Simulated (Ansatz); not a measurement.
SiNi

The cell (8 atoms) is SiNi in the coordinates of a database entry, unrelaxed (space group P2_13). Forces or pressure are large there, so the entry is far from the computed equilibrium and may be faulty or of a sample under other conditions. Source: COD entry 2300376; the sample's temperature and pressure aren't taken into account, and it need not be the stable phase.

```xyz
8
Lattice="4.4968 0.0000 0.0000 0.0000 4.4968 0.0000 0.0000 0.0000 4.4968" Properties=species:S:1:pos:R:3 pbc="T T T"
Ni    0.6610    0.6610    0.6610
Ni    1.5874    3.8358    2.9094
Ni    2.9094    1.5874    3.8358
Ni    3.8358    2.9094    1.5874
Si    3.8677    3.8677    3.8677
Si    2.8775    0.6291    1.6193
Si    1.6193    2.8775    0.6291
Si    0.6291    1.6193    2.8775
```

Atoms are numbered from 1 in the order listed.

Level of theory: DFT, PBE, PAW, plane waves, scalar-relativistic in Ansatz.

```
Plane-wave cutoff : 420 eV
k-point mesh      : 5×5×5 (Γ-centred)
Occupations       : Gaussian smearing, 0.05 eV
```

“Lowest” means lowest among the runs made in this cell.

Task: The cell was converged 5 times from various starts and settings. Describe the lowest state found.

Result: Non-magnetic, no gap on the k-mesh.

Machine: 2 threads of x86-64 server CPU, with other jobs on the host.

Task: About how long does the run “no spin polarisation” take there, and how much memory does it need?

Result: 5 s, 0.38 GiB (7 iterations, 11 k-points after symmetry).
